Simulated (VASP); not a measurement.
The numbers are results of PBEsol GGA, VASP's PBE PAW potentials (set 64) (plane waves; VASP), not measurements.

Input for VASP

INCAR:
```
# general
SYSTEM  = RuO2
PREC    = Accurate
ENCUT   = 520
LREAL   = .FALSE.
LASPH   = .TRUE.

# electronic loop
EDIFF   = 1E-7
NELM    = 100
ALGO    = Normal
LMAXMIX = 4

# smearing
ISMEAR  = -5

# functional
GGA     = PS

# ions
ISIF    = 2

# output
LWAVE   = .FALSE.
LCHARG  = .TRUE.
LORBIT  = 11
NEDOS   = 601

# other
LEFG    = .TRUE.
```

KPOINTS:
```
Automatic
0
G
  8 8 11
0 0 0
```

### POSCAR
```
RuO2
4.4653940
  1.0000000266   0.0000000000   0.0000000000
  0.0000000000   1.0000000266   0.0000000000
  0.0000000000   0.0000000000   0.6931147364
Ru O
2 4
Cart
  0.0000000000   0.0000000000   0.0000000000
  0.5000000133   0.5000000133   0.3465573682
  0.3060354260   0.3060354260   0.0000000000
  0.8060354393   0.1939645874   0.3465573682
  0.1939645874   0.8060354393   0.3465573682
  0.6939646007   0.6939646007   0.0000000000
```

POTCAR, in this order: Ru_pv O (PBE.64 set). Program: vasp_std.

The resulting files:

OSZICAR:
```
       N       E                     dE             d eps       ncg     rms          rms(c)
DAV:   1     0.556233803352E+03    0.55623E+03   -0.31268E+04  5588   0.175E+03
DAV:   2    -0.224007267546E+02   -0.57863E+03   -0.56310E+03  6408   0.499E+02
DAV:   3    -0.555339808606E+02   -0.33133E+02   -0.32796E+02  6330   0.122E+02
DAV:   4    -0.561241663126E+02   -0.59019E+00   -0.58641E+00  6608   0.158E+01
DAV:   5    -0.561348668605E+02   -0.10701E-01   -0.10693E-01  6553   0.195E+00    0.518E+01
DAV:   6    -0.495769056090E+02    0.65580E+01   -0.57345E+01  5729   0.574E+01    0.173E+01
DAV:   7    -0.481227550528E+02    0.14542E+01   -0.13592E+01  5784   0.347E+01    0.176E+01
DAV:   8    -0.478444509022E+02    0.27830E+00   -0.16728E+00  6378   0.116E+01    0.178E+00
DAV:   9    -0.478301629470E+02    0.14288E-01   -0.72801E-02  6522   0.213E+00    0.546E-01
DAV:  10    -0.478261582843E+02    0.40047E-02   -0.12744E-02  6449   0.917E-01    0.314E-01
DAV:  11    -0.478259686679E+02    0.18962E-03   -0.79283E-04  7271   0.183E-01    0.105E-01
DAV:  12    -0.478259769157E+02   -0.82478E-05   -0.91723E-05  6276   0.893E-02    0.165E-02
DAV:  13    -0.478259814691E+02   -0.45534E-05   -0.14236E-05  6877   0.293E-02    0.563E-03
DAV:  14    -0.478259806899E+02    0.77920E-06   -0.18567E-06  6364   0.107E-02    0.199E-03
DAV:  15    -0.478259808646E+02   -0.17472E-06   -0.88642E-08  3794   0.203E-03    0.587E-04
DAV:  16    -0.478259808828E+02   -0.18175E-07   -0.22365E-08  3357   0.843E-04
   1 F= -.47825981E+02 E0= -.47825981E+02  d E =0.000000E+00
```

File OUTCAR:
```
------------------------ aborting loop because EDIFF is reached ----------------------------------------
  FORCE on cell =-STRESS in cart. coord.  units (eV):
  Direction    XX          YY          ZZ          XY          YZ          ZX
  --------------------------------------------------------------------------------------
  Total       -0.0329452     -0.0329452      0.0160515     -0.0000000      0.0000000      0.0000000
  in kB       -0.8552997     -0.8552997      0.4167172     -0.0000000      0.0000000      0.0000000
  external PRESSURE =      -0.4312941 kB  Pullay stress =       0.0000000 kB
  volume of cell :       61.71
      direct lattice vectors                 reciprocal lattice vectors
     4.465394119  0.000000000  0.000000000     0.223944398  0.000000000  0.000000000
     0.000000000  4.465394119  0.000000000     0.000000000  0.223944398  0.000000000
     0.000000000  0.000000000  3.095030385     0.000000000  0.000000000  0.323098605
 POSITION                                       TOTAL-FORCE (eV/Angst)
 -----------------------------------------------------------------------------------
      0.00000      0.00000      0.00000         0.000000      0.000000      0.000000
      2.23270      2.23270      1.54752         0.000000      0.000000      0.000000
      1.36657      1.36657      0.00000         0.000319      0.000319      0.000000
      3.59927      0.86613      1.54752         0.000319     -0.000319     -0.000000
      0.86613      3.59927      1.54752        -0.000319      0.000319      0.000000
      3.09883      3.09883      0.00000        -0.000319     -0.000319     -0.000000
 -----------------------------------------------------------------------------------
    total drift:                                0.000000      0.000000      0.000000
  FREE ENERGIE OF THE ION-ELECTRON SYSTEM (eV)
  ---------------------------------------------------
  free  energy   TOTEN  =       -47.8259808828 eV

  energy  without entropy=      -47.8259808828  energy(sigma->0) =      -47.82598088

 total charge

# of ion       s       p       d       tot
------------------------------------------
    1        0.361   6.381   5.824  12.566
    2        0.361   6.381   5.824  12.566
    3        1.561   3.429   0.000   4.990
    4        1.561   3.429   0.000   4.990
    5        1.561   3.429   0.000   4.990
    6        1.561   3.429   0.000   4.990
--------------------------------------------------
tot          6.965  26.480  11.648  45.094
```
(Selected blocks of OUTCAR.)

For a metal the tetrahedron method with Blöchl corrections gives inexact stress and forces.

The compound is RuO2 in the rutile structure. It was relaxed first.
